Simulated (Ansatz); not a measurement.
# CoO (R3m) in Ansatz: a series of runs

The runs below take CoO through band structure, with LDA, PBEsol.

Program: Ansatz 0.2.0. These are calculated values, not measurements. Logs are shortened: lines on timing, memory, paths and dates and some standing lists are left out, and cuts for length are marked.

### 1 The crystal as given

It takes space group R3m (No. 160, trigonal). The conventional cell has a = 3.204 Å, b = 3.204 Å, c = 7.699 Å, α = 90.00°, β = 90.00°, γ = 120.00°. Around Co (site symmetry 3m) lie 4 O at 1.91 to 1.96 Å. O (site symmetry 3m) has 4 Co at 1.91 to 1.96 Å as nearest neighbours.

Measurements of this composition are mostly on another form, of space group No. 225.

### 2 Band structure, LDA, collinear spin, ferromagnetic start

input.yaml

```yaml
crystal:
  lattice:
    - [1.6022198417, 0.9250420569, 2.5664708903]
    - [-1.6022198417, 0.9250420569, 2.5664708903]
    - [0.0, -1.8500841138, 2.5664708903]
  atoms:
    - { symbol: Co, position: [0.99897832, 0.99897832, 0.99897832], spin: 2.0 }
    - { symbol: O, position: [0.75102103, 0.75102103, 0.75102103] }
kpoints:
  mp_grid: { grid: [7, 7, 7] }
  band_path:
    path:
      - [0.0, 0.0, 0.0]
      - [0.5, 0.0, 0.0]
      - [0.5, 0.2532748666, -0.2532748666]
    npoints: 8
scf:
  occupations: { method: fermi_dirac, width: 0.05 }
hamiltonian:
  xc: lda
  pseudopotentials: { kind: all_electron, lapw: { basis_error: 0.001 } }
magnetization:
  spin_polarized: true
output:
  forces: true
  stress: true
  eigenvalues: true
```

Potentials or basis: all-electron LAPW, scalar-relativistic.

On the command line:

```console
$ ansatz run input.yaml --threads 2 --pin off --max-ram 6144MiB --backend cpu --events-out ev --progress --plain --runs-dir out
```

The program printed:

```text
Warning: RAYON_NUM_THREADS=2 ignored (pool sized by the plan → 2); use --threads N
LAPW: plane waves up to 10.930 Å⁻¹, error target 1.0e-3 eV per atom; small_component_spin mean_spin; O in spheres of 0.860 Å, 8 of its electrons in bands, Dirac shells []; Co in spheres of 1.049 Å, 17 of its electrons in bands, Dirac shells [] (how accurate: hamiltonian.pseudopotentials.lapw.basis_error, Limitations)
Engine: ansatz 0.2.0, aarch64-unknown-linux-gnu
Pseudopotentials: kind: all_electron
Pseudopotential: Co, LAPW, valence charge 17, lapw/all_electron/scalar/gaussian/Co, Koelling and Harmon's equation, gaussian nucleus
Pseudopotential: O, LAPW, valence charge 8, lapw/all_electron/scalar/gaussian/O, Koelling and Harmon's equation, gaussian nucleus
Functional definition: SPW92
  exchange = slater_x
  correlation = pw_c
Crystal: 2 atoms, lattice volume = 22.823 Å³
Basis set: ecut = 455.1298243026442 eV, 531 PW (Γ), exchange–correlation at level 2
Bands: 18, of which v1, the nominal top of the filled ones, is band 13 counted from 1 (12 counted from 0)
Symmetry: 6 space group operations
Space group: R3m (ITA 160), of the structure as read, at distance tolerance 2.8e-5 Å
Magnetic group: BNS 160.65 (UNI 1295), of the structure as read, at distance tolerance 2.8e-5 Å
k-points: 44 of 343 (time reversal used)
Non-local potential: Co, projectors of the file, none
Non-local potential: O, projectors of the file, none
Initial density: superposition of atomic densities (chi_scale 0.1, normalization cell, long waves kept (reshape's long-wave potential 0.00 eV rms))
Starting moments: Σ|m| = 2 μB on 1 of 2 sites
Initial wavefunctions: plane waves of lowest kinetic energy (no species holds an atomic orbital)
Functional: x = slater, c = lda
iter 1 solved again at ethr=9.38e-3 eV; its pass at ethr=1.00e-1 eV (dr2=2.35e0 eV) is discarded
SCF iter   1: F=—  HF=-39890.180838 eV  |F-HF|=—  |Δ(HF+E_count)|=         —  Δρ=6.53e-2 (↑6.53e-2 ↓5.74e-2)  dr2=2.35e0  dr2_m=3.43e-1  M=3.000 μB ∫|m|=3.002 μB  β_m=0.30  ethr=9.38e-3  ⟨swp⟩=2.0  Hψ=10149  notcnv=0
Mixer restart at iter 1: flushing history
preconditioner: auto → none  [metal: Δε(μ)=0.008 eV  Ē_g=13.766 eV  σ=0.050 eV  W_gap=0.04  n_scr=8 (ndim 8)  ℏωp=30.1 eV  f_vac=0.000  D(μ)=3.05/eV (n_scr^D=58)  sad-step TF]
SCF iter   2: F=—  HF=-39889.268204 eV  |F-HF|=—  |Δ(HF+E_count)|=   9.13e-1  Δρ=3.40e-2 (↑3.40e-2 ↓2.22e-2)  dr2=5.28e-1  dr2_m=8.29e-2  M=2.802 μB ∫|m|=2.803 μB  β_m=0.40  ethr=9.38e-3  ⟨swp⟩=2.0  Hψ=4664  notcnv=0
SCF iter   3: F=—  HF=-39889.160272 eV  |F-HF|=—  |Δ(HF+E_count)|=   1.08e-1  Δρ=1.52e-2 (↑1.52e-2 ↓1.09e-2)  dr2=1.27e-1  dr2_m=1.51e-2  M=2.763 μB ∫|m|=2.766 μB  β_m=0.49  ethr=2.11e-3  ⟨swp⟩=2.0  Hψ=4752  notcnv=0
SCF iter   4: F=—  HF=-39889.132802 eV  |F-HF|=—  |Δ(HF+E_count)|=         —  Δρ=7.19e-3 (↑3.66e-3 ↓7.19e-3)  dr2=1.36e-2  dr2_m=3.78e-3  M=2.693 μB ∫|m|=2.698 μB  β_m=0.49  ethr=5.08e-4  ⟨swp⟩=2.0  Hψ=4752  notcnv=0
Mixer restart at iter 4: flushing history
the basis was enlarged: its passes take 517.1 KiB over the memory plan, 2 of 2 planned eigensolver slots
SCF iter   5: F=—  HF=-39889.137324 eV  |F-HF|=—  |Δ(HF+E_count)|=   4.52e-3  Δρ=3.89e-3 (↑3.89e-3 ↓2.68e-3)  dr2=8.78e-3  dr2_m=6.35e-4  M=2.732 μB ∫|m|=2.738 μB  β_m=0.42  ethr=5.43e-5  ⟨swp⟩=3.0  Hψ=5090  notcnv=0
iter 6 solved again at ethr=3.01e-6 eV; its pass at ethr=3.51e-5 eV (dr2=7.51e-4 eV) is discarded
SCF iter   6: F=—  HF=-39889.129306 eV  |F-HF|=—  |Δ(HF+E_count)|=   8.02e-3  Δρ=2.27e-3 (↑1.62e-3 ↓2.27e-3)  dr2=7.51e-4  dr2_m=6.39e-4  M=2.706 μB ∫|m|=2.712 μB  β_m=0.57  ethr=3.01e-6  ⟨swp⟩=2.0  Hψ=7641  notcnv=0
SCF iter   7: F=—  HF=-39889.129951 eV  |F-HF|=—  |Δ(HF+E_count)|=   6.45e-4  Δρ=6.02e-4 (↑5.08e-4 ↓6.02e-4)  dr2=6.87e-5  dr2_m=5.14e-5  M=2.705 μB ∫|m|=2.711 μB  β_m=0.62  ethr=3.00e-6  ⟨swp⟩=2.2  Hψ=4327  notcnv=0
SCF iter   8: F=—  HF=-39889.129949 eV  |F-HF|=—  |Δ(HF+E_count)|=   1.65e-6  Δρ=2.87e-4 (↑1.92e-4 ↓2.87e-4)  dr2=1.47e-5  dr2_m=9.17e-6  M=2.701 μB ∫|m|=2.708 μB  β_m=0.64  ethr=2.75e-7  ⟨swp⟩=2.9  Hψ=4489  notcnv=0
SCF iter   9: F=—  HF=-39889.129949 eV  |F-HF|=—  |Δ(HF+E_count)|=   1.04e-7  Δρ=4.41e-5 (↑3.14e-5 ↓4.41e-5)  dr2=7.45e-7  dr2_m=8.89e-8  M=2.701 μB ∫|m|=2.708 μB  β_m=0.70  ethr=5.87e-8  ⟨swp⟩=2.3  Hψ=4359  notcnv=0
SCF iter  10: F=—  HF=-39889.129949 eV  |F-HF|=—  |Δ(HF+E_count)|=   6.31e-7  Δρ=7.34e-6 (↑7.34e-6 ↓7.25e-6)  dr2=2.02e-9  dr2_m=1.07e-8  M=2.701 μB ∫|m|=2.708 μB  β_m=0.85  ethr=2.98e-9  ⟨swp⟩=2.4  Hψ=4356  notcnv=0
SCF iter  11: F=-39889.129949 eV  HF=-39889.129949 eV  |F-HF|=2.31e-8  |Δ(HF+E_count)|=   3.45e-9  Δρ=4.95e-6 (↑3.02e-6 ↓4.95e-6)  dr2=1.08e-8  dr2_m=1.19e-9  M=2.701 μB ∫|m|=2.708 μB  ethr=8.08e-12  ⟨swp⟩=3.0  Hψ=4872  notcnv=0
SCF 1 converged in 11 iterations: F = -39889.129949 eV  dr2 = 1.08e-8
NSCF: frozen V_eff on 17 k-points
SCF converged after 11 iterations
Magnetization: 2.7014 μB (13.8507 up, 11.1493 down)
Absolute magnetization: 2.7080 μB (∫|ρ↑−ρ↓|)
Spin contamination: 0.0113 ħ² per cell (⟨S²⟩ above its minimum at these occupations)
Per-site moments (μB) at R_I (Å): [(2.2892052235929636, 1.0494203931696995), (0.3104709837472974, 0.8597050788501398)]
Free energy (F): -39889.129949 eV
Harris-Foulkes:  -39889.129949 eV  (|F-HF|=2.31e-8)
Internal energy: -39889.106097 eV  (E = F + TS)
E sigma→0 (E₀):  -39889.118023 eV
Entropy (-TS):   -0.023852 eV (-11.926 meV/atom)
Fermi energy:    10.837238 eV
--- Per-component energies (eV) ---
  E_band       = -1354.168417
  E_kinetic    = 40422.008536
  E_xc         = -1778.384055
  E_electrostatic = -78532.730578  (all electrons and nuclei)
  E_smearing   = -0.023852  (= −TS)
  E_closure    = 0.000000  (closes the sum)
  E_atoms      = -39872.808796  (free atoms, spherical and without spin; not in F)
  Σ components = -39889.129949   (vs F -39889.129949, Δ=0.00e0)
  Basis errors (estimates in eV, not in F): energy 4.6e-4 per atom: plane waves 4.2e-4 (2.5e-4 summed), levels above the bands 7.0e-122, relativity 1.1e-8, radial functions 4.6e-5, core shells 1.9e-7; eigenvalues (radial functions only) 1.1e-5; not estimated: angular momenta, meshes, grids; target (lapw.basis_error) 1.0e-3; muffin-tin radii O 0.860 Å, Co 1.049 Å
--- Forces (eV/Å), atoms counted from 1 ---
  atom   1  Co    -0.00000000    -0.00000000     0.19842553
  atom   2  O      0.00000000     0.00000000    -0.19842019
  max |Σ_I F_I| component: 5.34e-6 eV/Å
--- Stress (GPa, compression-positive) ---
      -16.699734       0.000000       0.000000
        0.000000     -16.699734      -0.000000
        0.000000      -0.000000     -12.299488
  P = ⅓ Tr σ = -15.2330 GPa (-152.330 kbar)
--- Band table (eV; the first three rows and the last of 88) ---
  k-point 0 ↑: bands = ["-492.4412", "-84.8599", "-48.5497", "-48.5188", "-48.5188", "-8.9944", "4.6085", "4.6690", "4.6690", "8.5296", "8.5296", "10.9480", "11.1951", "11.1951", "11.3390", "24.6102", "24.6102", "25.1932"]
  k-point 1 ↑: bands = ["-492.4412", "-84.8596", "-48.5510", "-48.5223", "-48.5194", "-8.8755", "4.3773", "4.6915", "4.7360", "8.4950", "8.4988", "10.4679", "11.0849", "11.1871", "12.0803", "22.9138", "24.7719", "25.2618"]
  k-point 2 ↑: bands = ["-492.4412", "-84.8589", "-48.5543", "-48.5298", "-48.5207", "-8.6013", "3.9454", "4.8471", "4.8742", "8.4939", "8.5004", "9.4846", "10.7790", "10.8513", "13.9041", "20.2874", "24.6765", "25.0668"]
  k-point 43 ↓: bands = ["-492.1241", "-82.2147", "-46.0177", "-45.9658", "-45.9633", "-7.6872", "4.4692", "5.8081", "6.0819", "10.3668", "10.5625", "10.7932", "11.9498", "12.2013", "17.5690", "18.7925", "23.2000", "24.8717"]
```

It took 17 s on 2 threads of Arm Neoverse V2, shared host; peak memory 0.37 GiB.

Results:

- Free energy: -39889.1299 eV
- Pressure: -15.2 GPa
- Largest force: 0.198 eV/Å
- Band gap along the path: none (metal or under the smearing width)
- Net moment: 2.70 μB per cell
- Absolute moment: 2.71 μB per cell
- Site moments: Co +2.29; O +0.31 μB

Forces in eV/Å, atoms in the order of the input:
```
Co   0.000  0.000  0.198
O    0.000  0.000 -0.198
```

Stress tensor (GPa, compression positive):
```
-16.70   0.00   0.00
  0.00 -16.70   0.00
  0.00   0.00 -12.30
```

Levels at the corners of the path, in eV from the Fermi level:
Spin up:
```
point  band 11  band 12  band 13  band 14  band 15  band 16  band 17  band 18
    Γ    -2.31     0.11     0.36     0.36     0.50    13.77    13.77    14.36
    L    -2.20    -2.20    -0.45    -0.40     5.58     6.84    13.37    13.72
   B1    -2.61    -1.88    -1.87    -0.81     6.86     9.77    10.05    11.23
```
Spin down:
```tsv
point	band 8	band 9	band 10	band 11	band 12	band 13	band 14	band 15
Γ	-5.08	-5.08	-0.40	-0.40	0.56	2.35	2.35	2.45
L	-4.88	-4.86	-0.22	-0.20	-0.03	1.50	1.54	6.02
B1	-5.42	-4.64	-1.17	-0.48	0.04	0.60	1.21	7.76
```

Caveat: the k mesh is thin for a metal, which can move the energy by tens of meV per atom; a cell with one magnetic atom can't hold antiferromagnetic order, which such compounds often take; semilocal functionals often make such compounds metallic where correlation or magnetic order opens a gap, which also shifts bond lengths.

### 3 Band structure, PBEsol, collinear spin, ferromagnetic start

Edit input.yaml of step 2 so:

```diff
@@ -19,3 +19,3 @@
 hamiltonian:
-  xc: lda
+  xc: pbesol
   pseudopotentials: { kind: all_electron, lapw: { basis_error: 0.001 } }
```

Potentials or basis: all-electron LAPW, scalar-relativistic.

On the command line:

```console
$ ansatz run input.yaml --threads 2 --pin off --max-ram 6144MiB --backend cpu --events-out ev --progress --plain --runs-dir out
```

The program printed:

```text
Warning: RAYON_NUM_THREADS=2 ignored (pool sized by the plan → 2); use --threads N
LAPW: plane waves up to 10.934 Å⁻¹, error target 1.0e-3 eV per atom; small_component_spin mean_spin; O in spheres of 0.859 Å, 8 of its electrons in bands, Dirac shells []; Co in spheres of 1.050 Å, 17 of its electrons in bands, Dirac shells [] (how accurate: hamiltonian.pseudopotentials.lapw.basis_error, Limitations)
[... 4 set-up lines as earlier in the session ...]
Functional definition: PBEsol
  exchange = pbesol_x
  correlation = pbesol_c
Crystal: 2 atoms, lattice volume = 22.823 Å³
Basis set: ecut = 455.4792778761441 eV, 531 PW (Γ), exchange–correlation at level 2
Bands: 18, of which v1, the nominal top of the filled ones, is band 13 counted from 1 (12 counted from 0)
[... 2 set-up lines as earlier in the session ...]
Magnetic group: BNS 160.65 (UNI 1295), of the structure as read, at distance tolerance 2.8e-5 Å
k-points: 44 of 343 (time reversal used)
[... 3 set-up lines as earlier in the session ...]
Starting moments: Σ|m| = 2 μB on 1 of 2 sites
[... 1 set-up line as earlier in the session ...]
Functional: x = pbesol(κ = 0.804, μ = 0.12345679012345678), c = pbesol(β = 0.046)
iter 1 solved again at ethr=9.22e-3 eV; its pass at ethr=1.00e-1 eV (dr2=2.30e0 eV) is discarded
SCF iter   1: F=—  HF=-39925.894337 eV  |F-HF|=—  |Δ(HF+E_count)|=         —  Δρ=6.47e-2 (↑6.47e-2 ↓5.79e-2)  dr2=2.31e0  dr2_m=3.49e-1  M=3.000 μB ∫|m|=3.004 μB  β_m=0.30  ethr=9.22e-3  ⟨swp⟩=2.0  Hψ=10138  notcnv=0
Mixer restart at iter 1: flushing history
preconditioner: auto → none  [metal: Δε(μ)=0.008 eV  Ē_g=13.788 eV  σ=0.050 eV  W_gap=0.04  n_scr=8 (ndim 8)  ℏωp=30.1 eV  f_vac=0.000  D(μ)=3.13/eV (n_scr^D=58)  sad-step TF]
SCF iter   2: F=—  HF=-39925.035971 eV  |F-HF|=—  |Δ(HF+E_count)|=   8.58e-1  Δρ=3.64e-2 (↑3.64e-2 ↓2.53e-2)  dr2=5.61e-1  dr2_m=1.11e-1  M=2.883 μB ∫|m|=2.885 μB  β_m=0.43  ethr=9.22e-3  ⟨swp⟩=2.0  Hψ=4664  notcnv=0
SCF iter   3: F=—  HF=-39924.951776 eV  |F-HF|=—  |Δ(HF+E_count)|=   8.42e-2  Δρ=1.57e-2 (↑1.57e-2 ↓1.28e-2)  dr2=1.53e-1  dr2_m=1.69e-2  M=2.856 μB ∫|m|=2.860 μB  β_m=0.49  ethr=2.24e-3  ⟨swp⟩=2.0  Hψ=4752  notcnv=0
SCF iter   4: F=—  HF=-39924.930645 eV  |F-HF|=—  |Δ(HF+E_count)|=         —  Δρ=7.55e-3 (↑3.57e-3 ↓7.55e-3)  dr2=1.59e-2  dr2_m=3.66e-3  M=2.785 μB ∫|m|=2.792 μB  β_m=0.49  ethr=6.11e-4  ⟨swp⟩=2.0  Hψ=4752  notcnv=0
Mixer restart at iter 4: flushing history
the basis was enlarged: its passes take 773.9 KiB over the memory plan, 2 of 2 planned eigensolver slots
SCF iter   5: F=—  HF=-39924.938353 eV  |F-HF|=—  |Δ(HF+E_count)|=   7.71e-3  Δρ=3.82e-3 (↑3.82e-3 ↓2.60e-3)  dr2=9.20e-3  dr2_m=4.42e-4  M=2.812 μB ∫|m|=2.818 μB  β_m=0.43  ethr=6.34e-5  ⟨swp⟩=3.0  Hψ=5088  notcnv=0
SCF iter   6: F=—  HF=-39924.930361 eV  |F-HF|=—  |Δ(HF+E_count)|=   7.99e-3  Δρ=2.51e-3 (↑1.51e-3 ↓2.51e-3)  dr2=1.04e-3  dr2_m=6.37e-4  M=2.791 μB ∫|m|=2.798 μB  β_m=0.59  ethr=3.68e-5  ⟨swp⟩=2.8  Hψ=4666  notcnv=0
iter 7 solved again at ethr=4.11e-7 eV; its pass at ethr=4.16e-6 eV (dr2=1.03e-4 eV) is discarded
SCF iter   7: F=—  HF=-39924.932135 eV  |F-HF|=—  |Δ(HF+E_count)|=   1.77e-3  Δρ=6.86e-4 (↑4.88e-4 ↓6.86e-4)  dr2=1.02e-4  dr2_m=5.18e-5  M=2.789 μB ∫|m|=2.796 μB  β_m=0.66  ethr=4.11e-7  ⟨swp⟩=2.0  Hψ=7388  notcnv=0
SCF iter   8: F=—  HF=-39924.932247 eV  |F-HF|=—  |Δ(HF+E_count)|=   1.12e-4  Δρ=2.01e-4 (↑1.18e-4 ↓2.01e-4)  dr2=9.04e-6  dr2_m=2.92e-6  M=2.787 μB ∫|m|=2.794 μB  β_m=0.60  ethr=4.10e-7  ⟨swp⟩=3.0  Hψ=4565  notcnv=0
SCF iter   9: F=—  HF=-39924.932251 eV  |F-HF|=—  |Δ(HF+E_count)|=   3.49e-6  Δρ=3.30e-5 (↑1.24e-5 ↓3.30e-5)  dr2=2.05e-7  dr2_m=7.27e-8  M=2.787 μB ∫|m|=2.794 μB  β_m=0.80  ethr=3.62e-8  ⟨swp⟩=3.0  Hψ=4560  notcnv=0
SCF iter  10: F=—  HF=-39924.932252 eV  |F-HF|=—  |Δ(HF+E_count)|=   7.44e-7  Δρ=1.15e-5 (↑5.62e-6 ↓1.15e-5)  dr2=1.11e-8  dr2_m=1.34e-8  M=2.787 μB ∫|m|=2.794 μB  β_m=0.90  ethr=8.20e-10  ⟨swp⟩=3.0  Hψ=4516  notcnv=0
SCF iter  11: F=—  HF=-39924.932252 eV  |F-HF|=—  |Δ(HF+E_count)|=   1.08e-7  Δρ=9.98e-6 (↑6.93e-6 ↓9.98e-6)  dr2=5.19e-8  dr2_m=4.22e-9  M=2.787 μB ∫|m|=2.794 μB  β_m=0.95  ethr=4.45e-11  ⟨swp⟩=3.0  Hψ=4942  notcnv=0
SCF iter  12: F=-39924.932252 eV  HF=-39924.932252 eV  |F-HF|=7.71e-10  |Δ(HF+E_count)|=   2.06e-8  Δρ=1.10e-6 (↑5.51e-7 ↓1.10e-6)  dr2=4.76e-10  dr2_m=5.81e-11  M=2.787 μB ∫|m|=2.794 μB  ethr=4.45e-11  ⟨swp⟩=2.5  Hψ=4366  notcnv=0
SCF 1 converged in 12 iterations: F = -39924.932252 eV  dr2 = 4.76e-10
NSCF: frozen V_eff on 17 k-points
SCF converged after 12 iterations
Magnetization: 2.7872 μB (13.8936 up, 11.1064 down)
Absolute magnetization: 2.7939 μB (∫|ρ↑−ρ↓|)
Spin contamination: 0.0127 ħ² per cell (⟨S²⟩ above its minimum at these occupations)
Per-site moments (μB) at R_I (Å): [(2.3671559800677056, 1.049735093461536), (0.3153850216215246, 0.8593903785583034)]
Free energy (F): -39924.932252 eV
Harris-Foulkes:  -39924.932252 eV  (|F-HF|=7.71e-10)
Internal energy: -39924.913511 eV  (E = F + TS)
E sigma→0 (E₀):  -39924.922881 eV
Entropy (-TS):   -0.018741 eV (-9.370 meV/atom)
Fermi energy:    11.129182 eV
--- Per-component energies (eV) ---
  E_band       = -1354.163802
  E_kinetic    = 40476.675284
  E_xc         = -1815.443521
  E_electrostatic = -78586.145274  (all electrons and nuclei)
  E_smearing   = -0.018741  (= −TS)
  E_closure    = 0.000000  (closes the sum)
  E_atoms      = -39909.458948  (free atoms, spherical and without spin; not in F)
  Σ components = -39924.932252   (vs F -39924.932252, Δ=0.00e0)
  Basis errors (estimates in eV, not in F): energy 4.5e-4 per atom: plane waves 4.1e-4 (2.5e-4 summed), levels above the bands 3.6e-122, relativity 5.3e-8, radial functions 4.0e-5, core shells 1.8e-7; eigenvalues (radial functions only) 4.6e-6; not estimated: angular momenta, meshes, grids; target (lapw.basis_error) 1.0e-3; muffin-tin radii O 0.859 Å, Co 1.050 Å
--- Forces (eV/Å), atoms counted from 1 ---
  atom   1  Co     0.00000000    -0.00000000     0.22752113
  atom   2  O      0.00000000     0.00000000    -0.22751935
  max |Σ_I F_I| component: 1.78e-6 eV/Å
--- Stress (GPa, compression-positive) ---
       -9.599820       0.000000      -0.000000
        0.000000      -9.599820      -0.000000
       -0.000000      -0.000000      -4.616237
  P = ⅓ Tr σ = -7.9386 GPa (-79.386 kbar)
--- Band table (eV; the first three rows and the last of 88) ---
  k-point 0 ↑: bands = ["-494.2191", "-85.1577", "-48.5876", "-48.5518", "-48.5518", "-8.9005", "4.8569", "4.9124", "4.9124", "8.8193", "8.8193", "11.1447", "11.3851", "11.3851", "11.5366", "24.9470", "24.9470", "25.5311"]
  k-point 1 ↑: bands = ["-494.2191", "-85.1574", "-48.5888", "-48.5552", "-48.5523", "-8.7845", "4.6276", "4.9414", "4.9818", "8.7803", "8.7845", "10.6312", "11.2767", "11.3855", "12.3028", "23.2326", "25.1033", "25.5933"]
  k-point 2 ↑: bands = ["-494.2191", "-85.1567", "-48.5919", "-48.5626", "-48.5536", "-8.5174", "4.2117", "5.1033", "5.1265", "8.7678", "8.7758", "9.6319", "10.9756", "11.0534", "14.1414", "20.5838", "24.9831", "25.3737"]
  k-point 43 ↓: bands = ["-493.9288", "-82.3409", "-45.8609", "-45.8158", "-45.8133", "-7.5995", "4.7627", "6.1307", "6.4103", "10.7722", "10.8569", "11.1462", "12.4143", "12.6567", "17.8647", "19.0894", "23.5286", "25.1872"]
```

It took 19 s on 2 threads of Arm Neoverse V2, shared host; peak memory 0.39 GiB.

Results:

```
Free energy             : -39924.9323 eV
Pressure                : -7.9 GPa
Largest force           : 0.228 eV/Å
Band gap along the path : none (metal or under the smearing width)
Net moment              : 2.79 μB per cell
Absolute moment         : 2.79 μB per cell
Site moments            : Co +2.37; O +0.32 μB
```

Forces in eV/Å, atoms in the order of the input:
```
Co   0.000  0.000  0.228
O    0.000  0.000 -0.228
```

Stress tensor (GPa, compression positive):
```
-9.60  0.00  0.00
 0.00 -9.60  0.00
 0.00  0.00 -4.62
```

Levels at the corners of the path, in eV from the Fermi level:
Spin up:
```tsv
point	band 12	band 13	band 14	band 15	band 16	band 17
Γ	0.02	0.26	0.26	0.41	13.82	13.82
L	-2.23	-0.54	-0.49	5.55	6.81	13.37
B1	-2.05	-1.88	-0.86	6.79	9.81	10.07
```
Spin down:
```csv
point,band 9,band 10,band 11,band 12,band 13,band 14
Γ,-5.02,-0.44,-0.44,0.49,2.54,2.54
L,-4.82,-0.24,-0.22,0.17,1.68,1.71
B1,-4.63,-1.01,-0.40,-0.01,0.82,1.32
```

Caveat: the k mesh is thin for a metal, which can move the energy by tens of meV per atom; a cell with one magnetic atom can't hold antiferromagnetic order, which such compounds often take; semilocal functionals often make such compounds metallic where correlation or magnetic order opens a gap, which also shifts bond lengths.
